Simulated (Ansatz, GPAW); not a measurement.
# B/Ti(0001): work function by functional and basis

Wanted: work functions and dipole of B/Ti(0001), with the cost of each level.

Program: GPAW 26.7.0 and Ansatz 0.2.0. Level of theory: Ansatz plane waves; slab in vacuum with a dipole correction, relaxation; PAW set soft_1, in the first sound run; inputs show where later runs differ. Results are calculated unless marked as measured.

### Step 1. Set-up

The cell holds 5 atoms: 4 Ti and 1 B. Cell: a = 2.950 Å, b = 2.950 Å, c = 22.774 Å, α = 90.0°, β = 90.0°, γ = 60.0°. Vacuum lies along c.

Structure file:

```cif
data_structure
_symmetry_space_group_name_H-M 'P 1'
_symmetry_Int_Tables_number 1
_cell_length_a 2.9500
_cell_length_b 2.9500
_cell_length_c 22.7741
_cell_angle_alpha 90.000
_cell_angle_beta 90.000
_cell_angle_gamma 60.000
_cell_volume 171.64
loop_
_atom_site_label
_atom_site_type_symbol
_atom_site_fract_x
_atom_site_fract_y
_atom_site_fract_z
_atom_site_occupancy
Ti1 Ti 0.66667 0.66667 0.30737 1
Ti2 Ti 0.00000 0.00000 0.41022 1
Ti3 Ti 0.66667 0.66667 0.51306 1
Ti4 Ti 0.00000 0.00000 0.61591 1
B5 B 0.33333 0.33333 0.69263 1
```

### Step 2. Relaxing the atoms

Forces are removed first; all later runs use this geometry. The lowest 2 atoms are held at bulk positions and keep their forces.

input.yaml

```yaml
crystal:
  lattice:
    - [2.95, 0.0, 0.0]
    - [1.475, 2.5547749412, 0.0]
    - [0.0, 0.0, 22.7741168345]
  atoms:
    - { symbol: Ti, position: [0.6666666667, 0.6666666667, 0.3073664744] }
    - { symbol: Ti, position: [0.0, 0.0, 0.4102156877] }
    - { symbol: Ti, position: [0.6666666667, 0.6666666667, 0.513064901] }
    - { symbol: Ti, position: [0.0, 0.0, 0.6159141143] }
    - { symbol: B, position: [0.3333333333, 0.3333333333, 0.6926335256] }
kpoints:
  mp_grid: { grid: [12, 12, 1] }
hamiltonian:
  xc: pbe
  pseudopotentials: { kind: paw, azcp: { folder: soft_1 } }
scf:
  occupations: { method: fermi_dirac, width: 0.1 }
efield:
  axis: 3
  dipole_correction: true
  ramp_width: 0.05
relax:
  f_tol: 0.02
  max_steps: 60
  constraints: [{ sites: [0, 1] }]
output:
  write_potential: true
  write_density: true
  volumetric_format: npy
```

On the command line:

```sh
> ansatz run input.yaml --threads 4 --pin off --max-ram 8192MiB --backend cpu --events-out ev --progress --plain --runs-dir out
```

Numbers of over 12 decimals in the logs are rounded to 6 here.

What it wrote:

```text
Engine: ansatz 0.2.0, aarch64-unknown-linux-gnu
Pseudopotentials: kind: paw
Pseudopotential: Ti, paw, valence charge 12, recommended cutoff 420 eV (normal), soft_1/Ti.paw.azcp
Pseudopotential: B, paw, valence charge 3, recommended cutoff 420 eV (normal), soft_1/B.paw.azcp
Functional definition: PBE
  parameter kappa = 0.804
  parameter beta = 0.066725
  exchange = pbe_x(kappa = kappa, mu = beta*pi^2/3)
  correlation = pbe_c(beta = beta)
Crystal: 5 atoms, lattice volume = 171.639 Å³
Basis set: ecut = 420 eV, 3293 PW (Γ), exchange–correlation on 40×40×320 points (8 copies of the dense FFT grid, shifted against one another)
Bands: 31, of which v1, the nominal top of the filled ones, is band 26 counted from 1 (25 counted from 0)
Symmetry: 6 space group operations
Space group: P3m1 (ITA 156), of the structure as read, at distance tolerance 5.6e-5 Å
k-points: 19 of 144 (time reversal used)
Non-local potential: Ti, projectors of the file, l = 0: 3, l = 1: 2, l = 2: 3, l = 3: 1
Non-local potential: B, projectors of the file, l = 0: 2, l = 1: 2, l = 2: 1
PAW form: soft (Blöchl's): semilocal exchange-correlation on the pseudo side does not see the compensation charge
PAW one-centre angular grid: Ti, 590 points (default); XC on 64 Gauss nodes
PAW one-centre angular grid: B, 110 points (default); XC on 64 Gauss nodes
Initial density: superposition of atomic densities (neutral atoms: chi_scale 0, normalization atom)
Initial wavefunctions: pseudopotential atomic-orbital guess
Functional: x = pbe(κ = 0.804, μ = 0.219515), c = pbe(β = 0.066725)
SCF iter   1: F=—  HF=-10154.023168 eV  |F-HF|=—  |Δ(HF+E_count)|=         —  Δρ=5.33e-2  dr2=6.44e1  ethr=3.10e-3  p=-0.000 e·Å  D=-1.14e-6 V/Å  ΔV_dip=0.00 eV  dr2_dipole=6.74e0  V_vac-E_F(+/−)=8.00/8.00 eV  ⟨swp⟩=8.8  Hψ=2889  notcnv=0
efield: sawtooth ramp at fractional position 0.9750 (placed from the atoms, in the widest stretch of the axis that holds none; the zero of the levels goes with the place), width 0.0500; the density the first Hamiltonian is built on has a dipole p = -0.000 e·Å; the dipole correction subtracts the counter field D = -1.14e-6 V/Å, which shifts the + side's vacuum level by +0.00 eV against the − side's; the planar-averaged density in the ramp window peaks in size at 2.9e-6 e/Å³
preconditioner: auto → LDOS  [metal: Δε(μ)=0.065 eV  Ē_g=2.990 eV  σ=0.100 eV  W_gap=0.16  n_scr=16 (ndim 8)  ℏωp=12.4 eV  f_vac=0.448  D(μ)=5.45/eV (n_scr^D=16)  β→1.0]
SCF iter   2: F=—  HF=-10156.040931 eV  |F-HF|=—  |Δ(HF+E_count)|=    2.02e0  Δρ=9.34e-2  dr2=2.73e2  ethr=3.10e-3  p=-0.191 e·Å  D=-2.02e-1 V/Å  ΔV_dip=4.59 eV  dr2_dipole=1.30e2  V_vac-E_F(+/−)=4.31/-0.29 eV  ⟨swp⟩=6.6  Hψ=5685  notcnv=0  recentre
automatic band count: the SCF goes on with 36 bands, as 31 were too few: the levels above may hold too much charge
SCF iter   3: F=—  HF=-10151.386909 eV  |F-HF|=—  |Δ(HF+E_count)|=    4.65e0  Δρ=2.51e-2  dr2=1.59e1  ethr=3.10e-3  p=-0.041 e·Å  D=-4.30e-2 V/Å  ΔV_dip=0.98 eV  dr2_dipole=2.38e0  V_vac-E_F(+/−)=6.75/5.78 eV  ⟨swp⟩=4.3  Hψ=1899  notcnv=0
SCF iter   4: F=—  HF=-10151.021671 eV  |F-HF|=—  |Δ(HF+E_count)|=   3.65e-1  Δρ=1.14e-2  dr2=2.79e0  ethr=3.10e-3  p=-0.031 e·Å  D=-3.32e-2 V/Å  ΔV_dip=0.76 eV  dr2_dipole=1.46e0  V_vac-E_F(+/−)=5.47/4.72 eV  ⟨swp⟩=2.9  Hψ=1334  notcnv=0
SCF iter   5: F=—  HF=-10150.991868 eV  |F-HF|=—  |Δ(HF+E_count)|=   2.98e-2  Δρ=6.49e-3  dr2=1.07e0  ethr=3.10e-3  p=-0.047 e·Å  D=-4.93e-2 V/Å  ΔV_dip=1.12 eV  dr2_dipole=5.56e-1  V_vac-E_F(+/−)=5.33/4.21 eV  ⟨swp⟩=2.0  Hψ=851  notcnv=0
SCF iter   6: F=—  HF=-10150.981561 eV  |F-HF|=—  |Δ(HF+E_count)|=   1.03e-2  Δρ=1.06e-3  dr2=4.65e-3  ethr=2.09e-3  p=-0.044 e·Å  D=-4.69e-2 V/Å  ΔV_dip=1.07 eV  dr2_dipole=1.87e-3  V_vac-E_F(+/−)=5.28/4.21 eV  ⟨swp⟩=1.0  Hψ=684  notcnv=0
SCF iter   7: F=—  HF=-10150.981750 eV  |F-HF|=—  |Δ(HF+E_count)|=   1.89e-4  Δρ=4.23e-4  dr2=8.99e-4  ethr=9.12e-6  p=-0.038 e·Å  D=-4.04e-2 V/Å  ΔV_dip=0.92 eV  dr2_dipole=2.13e-4  V_vac-E_F(+/−)=5.30/4.38 eV  ⟨swp⟩=2.2  Hψ=920  notcnv=0
SCF iter   8: F=—  HF=-10150.982042 eV  |F-HF|=—  |Δ(HF+E_count)|=   2.92e-4  Δρ=1.60e-4  dr2=1.50e-4  ethr=1.76e-6  p=-0.036 e·Å  D=-3.79e-2 V/Å  ΔV_dip=0.86 eV  dr2_dipole=6.28e-5  V_vac-E_F(+/−)=5.29/4.43 eV  ⟨swp⟩=2.0  Hψ=826  notcnv=0
SCF iter   9: F=—  HF=-10150.982069 eV  |F-HF|=—  |Δ(HF+E_count)|=   2.72e-5  Δρ=8.30e-5  dr2=2.61e-5  ethr=2.94e-7  p=-0.036 e·Å  D=-3.75e-2 V/Å  ΔV_dip=0.85 eV  dr2_dipole=1.15e-5  V_vac-E_F(+/−)=5.29/4.43 eV  ⟨swp⟩=2.1  Hψ=877  notcnv=0
SCF iter  10: F=-10150.982072 eV  HF=-10150.982074 eV  |F-HF|=2.54e-6  |Δ(HF+E_count)|=   5.33e-6  Δρ=3.18e-5  dr2=4.05e-6  ethr=1.96e-8  p=-0.036 e·Å  D=-3.82e-2 V/Å  ΔV_dip=0.87 eV  dr2_dipole=9.44e-8  V_vac-E_F(+/−)=5.29/4.42 eV  ⟨swp⟩=12.3  Hψ=6056  notcnv=0
SCF 1 converged in 10 iterations: F = -10150.982072 eV  dr2 = 4.05e-6
  greatest PAW one-centre occupation: 0.999 electrons in one spin orbital (limit 2), on the Ti atom at site 2 (counted from 0), in its partial waves of l = 0
relax step   1: F+E_penalty+E_count = -10150.98207156 eV  Δ(F+E_penalty+E_count) = +0.000e0 eV  max|allowed force component| = 1.438e0 eV/Å  Δτ_max = 0.0000 Å  (10 SCF iters, dr2 threshold 1.00e-5 eV, accepted)
Bands: 36, of which v1, the nominal top of the filled ones, is band 26 counted from 1 (25 counted from 0)
Initial density: handed on by an earlier stage of this run
Initial wavefunctions: those handed on with the density
SCF iter   1: F=—  HF=-10151.400583 eV  |F-HF|=—  |Δ(HF+E_count)|=         —  Δρ=2.00e-2  dr2=1.09e1  ethr=3.10e-3  p=-0.036 e·Å  D=-3.82e-2 V/Å  ΔV_dip=0.87 eV  dr2_dipole=5.12e0  V_vac-E_F(+/−)=5.37/4.50 eV  ⟨swp⟩=4.9  Hψ=1758  notcnv=0
efield: sawtooth ramp at fractional position 0.9708 (placed anew in the vacuum of the place that an earlier solve handed on: the zero of the levels moves with the ramp), width 0.0500; the density the first Hamiltonian is built on has a dipole p = -0.036 e·Å; the dipole correction subtracts the counter field D = -3.82e-2 V/Å, which shifts the + side's vacuum level by +0.87 eV against the − side's; the planar-averaged density in the ramp window peaks in size at 8.2e-6 e/Å³
preconditioner: auto → LDOS  [metal: Δε(μ)=0.058 eV  Ē_g=3.393 eV  σ=0.100 eV  W_gap=0.14  n_scr=16 (ndim 8)  ℏωp=12.4 eV  f_vac=0.463  D(μ)=7.08/eV (n_scr^D=72)  β→1.0]
SCF iter   2: F=—  HF=-10151.199140 eV  |F-HF|=—  |Δ(HF+E_count)|=   2.01e-1  Δρ=5.07e-3  dr2=4.19e-1  ethr=3.10e-3  p=-0.031 e·Å  D=-3.28e-2 V/Å  ΔV_dip=0.75 eV  dr2_dipole=2.40e-1  V_vac-E_F(+/−)=5.17/4.42 eV  ⟨swp⟩=2.0  Hψ=1004  notcnv=0
[...]
SCF 2 converged in 6 iterations: F = -10151.192946 eV  dr2 = 3.88e-6
relax step   2: F+E_penalty+E_count = -10151.19294599 eV  Δ(F+E_penalty+E_count) = -2.109e-1 eV  max|allowed force component| = 1.920e-1 eV/Å  Δτ_max = 0.1906 Å  (6 SCF iters, dr2 threshold 1.00e-4 eV, accepted)
iter 1 solved again at ethr=2.47e-3 eV; its pass at ethr=3.10e-3 eV (dr2=1.26e0 eV) is discarded
SCF iter   1: F=—  HF=-10151.223894 eV  |F-HF|=—  |Δ(HF+E_count)|=         —  Δρ=7.26e-3  dr2=1.21e0  ethr=2.47e-3  p=-0.038 e·Å  D=-3.98e-2 V/Å  ΔV_dip=0.91 eV  dr2_dipole=3.26e-1  V_vac-E_F(+/−)=5.31/4.41 eV  ⟨swp⟩=1.0  Hψ=2311  notcnv=0
efield: sawtooth ramp at fractional position 0.9708 (handed on by an earlier solve), width 0.0500; the density the first Hamiltonian is built on has a dipole p = -0.038 e·Å; the dipole correction subtracts the counter field D = -3.98e-2 V/Å, which shifts the + side's vacuum level by +0.91 eV against the − side's; the planar-averaged density in the ramp window peaks in size at 5.6e-6 e/Å³
preconditioner: auto → LDOS  [metal: Δε(μ)=0.027 eV  Ē_g=3.332 eV  σ=0.100 eV  W_gap=0.07  n_scr=16 (ndim 8)  ℏωp=12.4 eV  f_vac=0.466  D(μ)=7.11/eV (n_scr^D=72)  β→1.0]
SCF iter   2: F=—  HF=-10151.199057 eV  |F-HF|=—  |Δ(HF+E_count)|=   2.48e-2  Δρ=2.48e-3  dr2=3.10e-2  ethr=2.37e-3  p=-0.038 e·Å  D=-3.95e-2 V/Å  ΔV_dip=0.90 eV  dr2_dipole=1.06e-3  V_vac-E_F(+/−)=5.30/4.40 eV  ⟨swp⟩=1.0  Hψ=684  notcnv=0
SCF iter   3: F=—  HF=-10151.197995 eV  |F-HF|=—  |Δ(HF+E_count)|=   1.06e-3  Δρ=1.12e-3  dr2=6.46e-3  ethr=6.07e-5  p=-0.037 e·Å  D=-3.94e-2 V/Å  ΔV_dip=0.90 eV  dr2_dipole=2.96e-5  V_vac-E_F(+/−)=5.30/4.40 eV  ⟨swp⟩=2.2  Hψ=1007  notcnv=0
SCF iter   4: F=—  HF=-10151.196939 eV  |F-HF|=—  |Δ(HF+E_count)|=   1.06e-3  Δρ=1.96e-4  dr2=3.02e-4  ethr=1.27e-5  p=-0.037 e·Å  D=-3.93e-2 V/Å  ΔV_dip=0.90 eV  dr2_dipole=2.05e-5  V_vac-E_F(+/−)=5.30/4.40 eV  ⟨swp⟩=2.2  Hψ=962  notcnv=0
SCF iter   5: F=—  HF=-10151.196930 eV  |F-HF|=—  |Δ(HF+E_count)|=   8.86e-6  Δρ=5.52e-5  dr2=1.80e-5  ethr=5.92e-7  p=-0.037 e·Å  D=-3.94e-2 V/Å  ΔV_dip=0.90 eV  dr2_dipole=3.85e-6  V_vac-E_F(+/−)=5.30/4.40 eV  ⟨swp⟩=1.9  Hψ=863  notcnv=0
SCF iter   6: F=-10151.196931 eV  HF=-10151.196931 eV  |F-HF|=2.97e-7  |Δ(HF+E_count)|=   1.03e-6  Δρ=1.68e-5  dr2=5.50e-7  ethr=4.52e-9  p=-0.037 e·Å  D=-3.94e-2 V/Å  ΔV_dip=0.90 eV  dr2_dipole=6.63e-9  V_vac-E_F(+/−)=5.30/4.40 eV  ⟨swp⟩=11.2  Hψ=5725  notcnv=0
SCF 3 converged in 6 iterations: F = -10151.196931 eV  dr2 = 5.50e-7
relax step   3: F+E_penalty+E_count = -10151.19693115 eV  Δ(F+E_penalty+E_count) = -3.985e-3 eV  max|allowed force component| = 1.030e-1 eV/Å  Δτ_max = 0.0771 Å  (6 SCF iters, dr2 threshold 2.30e-6 eV, accepted)
[...]
relax step   4: F+E_penalty+E_count = -10151.19810595 eV  Δ(F+E_penalty+E_count) = -1.175e-3 eV  max|allowed force component| = 7.510e-3 eV/Å  Δτ_max = 0.0233 Å  (6 SCF iters, dr2 threshold 6.63e-7 eV, accepted)
iter 1 solved again at ethr=1.01e-10 eV; its pass at ethr=3.10e-3 eV (dr2=5.16e-8 eV) is discarded
SCF iter   1: F=—  HF=-10151.198099 eV  |F-HF|=—  |Δ(HF+E_count)|=         —  Δρ=5.07e-6  dr2=5.20e-8  ethr=1.01e-10  p=-0.037 e·Å  D=-3.93e-2 V/Å  ΔV_dip=0.89 eV  dr2_dipole=1.36e-8  V_vac-E_F(+/−)=5.30/4.40 eV  ⟨swp⟩=1.0  Hψ=1824  notcnv=0
efield: sawtooth ramp at fractional position 0.9708 (handed on by an earlier solve), width 0.0500; the density the first Hamiltonian is built on has a dipole p = -0.037 e·Å; the dipole correction subtracts the counter field D = -3.93e-2 V/Å, which shifts the + side's vacuum level by +0.89 eV against the − side's; the planar-averaged density in the ramp window peaks in size at 5.5e-6 e/Å³
preconditioner: auto → LDOS  [metal: Δε(μ)=0.036 eV  Ē_g=3.331 eV  σ=0.100 eV  W_gap=0.09  n_scr=16 (ndim 8)  ℏωp=12.4 eV  f_vac=0.465  D(μ)=6.96/eV (n_scr^D=72)  β→1.0]
SCF iter   2: F=-10151.198106 eV  HF=-10151.198106 eV  |F-HF|=3.84e-9  |Δ(HF+E_count)|=   6.60e-6  Δρ=1.79e-6  dr2=1.09e-8  ethr=1.01e-10  p=-0.037 e·Å  D=-3.93e-2 V/Å  ΔV_dip=0.89 eV  dr2_dipole=1.50e-9  V_vac-E_F(+/−)=5.30/4.40 eV  ⟨swp⟩=9.2  Hψ=4094  notcnv=0
SCF 5 converged in 2 iterations: F = -10151.198106 eV  dr2 = 1.09e-8
relax step   5: F+E_penalty+E_count = -10151.19810598 eV  Δ(F+E_penalty+E_count) = -3.246e-8 eV  max|allowed force component| = 7.699e-3 eV/Å  Δτ_max = 0.0000 Å  (2 SCF iters, accepted)
NSCF: frozen V_eff on 19 k-points
the band table was solved once a step of the walk had ended and its energy, with any forces and stress, was formed, with the checks that follow a solve (3191 applications of the Hamiltonian). They found nothing against the state; the energy, forces and stress were not computed again (output.eigenvalues in the input reference)
WARN: The output density's exchange-correlation potential varies sharply where the density is thin. Do not read a vacuum level from v_tot or v_xc, or from such a field of the output density. On a cell that repeats whose density bears no net charge and no dipole along the vacuum's axis use v_es (v_loc + v_h of the components); under efield.dipole_correction with no amplitude use v_es + v_field, which holds any externa [...]
SCF converged after 2 iterations
Free energy (F): -10151.198106 eV
Harris-Foulkes:  -10151.198106 eV  (|F-HF|=3.84e-9)
Internal energy: -10150.964600 eV  (E = F + TS)
E sigma→0 (E₀):  -10151.081353 eV
Entropy (-TS):   -0.233505 eV (-46.701 meV/atom)
Fermi energy:    3.161134 eV
Dipole field:    D = -0.039321 V/Å  (p = -0.037297 e·Å, saw-weighted, corrected)
Work function:   Φ+ = 5.2978 eV   Φ− = 4.4023 eV
Levels:          The Fermi level and band energies are counted from a zero that moves with the ramp; work functions are not
--- Per-component energies (eV) ---
  E_band       = -1119.201496
  E_kinetic    = 1159.958598
  E_local      = -41664.320134  (includes V_loc(G=0)·N_el)
  E_nonlocal   = 253.073374
  E_hartree    = 20221.726548
  E_xc         = -491.975426
  E_vxc        = -613.107375  (∫ρ·V_xc dr)
  E_paw        = -4246.278206  (= ΣΔE_a)
  E_vpaw       = -697.309596  (= ΣTr[D̂ρ^β])
  E_aug_tail   = -0.000320  (compensation charges beyond the density's cutoff)
  E_efield     = 0.000733  (sawtooth field / dipole correction)
  E_vefield    = -0.941951  (∫n·V_field dr)
  E_ewald      = 14616.850233
  E_smearing   = -0.233505  (= −TS)
  E_closure    = 0.000000  (closes the sum)
  Σ components = -10151.198106   (vs F -10151.198106, Δ=0.00e0)
--- Forces (eV/Å), atoms counted from 1 ---
  atom   1  Ti    -0.00000000     0.00000000     0.52436382
  atom   2  Ti    -0.00000000    -0.00000000    -0.52964139
  atom   3  Ti     0.00000000     0.00000000    -0.00099862
  atom   4  Ti     0.00000000    -0.00000000     0.00769925
  atom   5  B     -0.00000000     0.00000000    -0.00140890
  max |Σ_I F_I| component: 1.42e-5 eV/Å
--- Band table (eV; the first three rows and the last of 19) ---
  k-point 0: bands = [... 22 lower, 3.1858, 3.6338, 3.7274, 3.7274, 3.8419, 3.9326, 3.9326, 3.9622, ... 6 higher]
  k-point 1: bands = [... 22 lower, 3.1204, 3.3846, 3.5442, 3.7074, 3.8189, 3.8797, 4.0405, 4.0442, ... 6 higher]
  k-point 2: bands = [... 22 lower, 2.8594, 2.9828, 3.3038, 3.3949, 3.6911, 4.0231, 4.0335, 4.1797, ... 6 higher]
  k-point 18: bands = [... 22 lower, 2.0475, 2.0940, 2.5152, 3.0325, 3.2576, 3.2712, 3.3140, 3.4798, ... 6 higher]
--- Relaxed structure (5 steps of the walk, 5 accepted, 0 SCFs on fresh bases) ---
  F+E_penalty+E_count = -10151.19810598 eV   max|allowed force component| = 7.699e-3 eV/Å
  atoms:
    - { symbol: Ti, position: [0.666667, 0.666667, 0.3073664744] }
    - { symbol: Ti, position: [-1.850371707762447e-17, -1.850371707762447e-17, 0.410216] }
    - { symbol: Ti, position: [0.666667, 0.666667, 0.512272] }
    - { symbol: Ti, position: [-1.894984637645695e-17, -1.7611458479959517e-17, 0.618619] }
    - { symbol: B, position: [0.333333, 0.333333, 0.683786] }
```

Run time: 18 s. Hardware: 4 threads of Arm Neoverse V1, shared host; peak memory 0.5 GiB; 56 s of CPU time.

Relaxation path:

```csv
step,energy less that of the first step (eV),largest force component (eV/Å)
1,0.0000,1.4381
2,-0.2109,0.1920
3,-0.2149,0.1030
4,-0.2160,0.0075
5,-0.2160,0.0077
```

The run keeps the 6 symmetry operations that it works with, so distortions that break them were not tested.

The atoms that moved most (Å):

```csv
atom,dx,dy,dz,length
B5,0.000,0.000,-0.201,0.201
Ti4,0.000,0.000,0.062,0.062
Ti3,0.000,0.000,-0.018,0.018
```

Final coordinates:

```
Ti B
1.0
     2.95000    0.00000    0.00000
     1.47500    2.55477    0.00000
     0.00000    0.00000   22.77412
Ti B
4 1
Direct
  0.66667 0.66667 0.30737
  0.00000 0.00000 0.41022
  0.66667 0.66667 0.51227
  0.00000 0.00000 0.61862
  0.33333 0.33333 0.68379
```

This step gave:

* free energy: -10151.1981 eV
* smearing term TS: 0.2335 eV
* symmetry operations: 6
* upper work function: 5.298 eV
* lower work function: 4.402 eV
* dipole along the normal: -0.03730 e·Å
* dipole field: -0.03932 V/Å
* vacuum level above: 8.459 eV
* vacuum level below: 7.563 eV

The electrostatic potential energy of an electron (with the applied field's), less the Fermi level, planar mean oscillates, so the rows of the table below give means over windows of 2.28 Å about each position, cut where the curve ends. Its maxima inside the range that stand out by 2 % of the span (Å: eV): 8.1: -0.218, 10.5: -0.452, 12.8: 0.0744, 15.1: -4.57, 20.9: 5.30. Its minima: 7.0: -14.1, 9.4: -13.8, 11.7: -13.8, 14.1: -13.6, 15.5: -6.43.

Table of electrostatic potential energy of an electron (with the applied field's), less the Fermi level, planar mean by z; means over each step:

```csv
z (Å),"electrostatic potential energy of an electron (with the applied field's), less the Fermi level, planar mean (eV)"
1.14,4.44
3.42,4.35
5.70,-1.18
7.98,-7.09
10.26,-7.29
12.54,-6.63
14.82,-8.32
17.10,3.90
19.38,5.30
21.66,5.25
```

Table of valence density, planar mean by z:

```csv
z (Å),"valence density, planar mean (e/Å³)"
2.5,6.8e-5
3.0,2.1e-4
3.5,6.5e-4
4.0,0.00197
4.5,0.00590
5.0,0.0165
5.5,0.0420
6.0,0.113
6.5,0.648
7.0,1.52
7.5,0.663
8.0,0.204
8.5,0.248
9.0,1.02
9.5,1.39
10.0,0.396
10.5,0.193
11.0,0.389
11.5,1.39
12.0,1.04
12.5,0.241
13.0,0.178
13.5,0.485
14.0,1.48
14.5,0.900
15.0,0.348
15.5,0.303
16.0,0.210
16.5,0.0811
17.0,0.0220
17.5,0.00522
18.0,0.00125
18.5,2.9e-4
19.0,6.9e-5
```

The relaxation lowered the energy of the cell by 0.216 eV.

(Part 1 of 3 ends here.)

[Logs are printed without paths, hosts, clocks, repeated set-up lines and the standing remarks that a program may print on its own settings, such as how far it seeks lower states.]

[Hosts, paths, dates, database ids (printed as entryN), source tags and the programs' standing remarks are cut or masked in the printed files.]
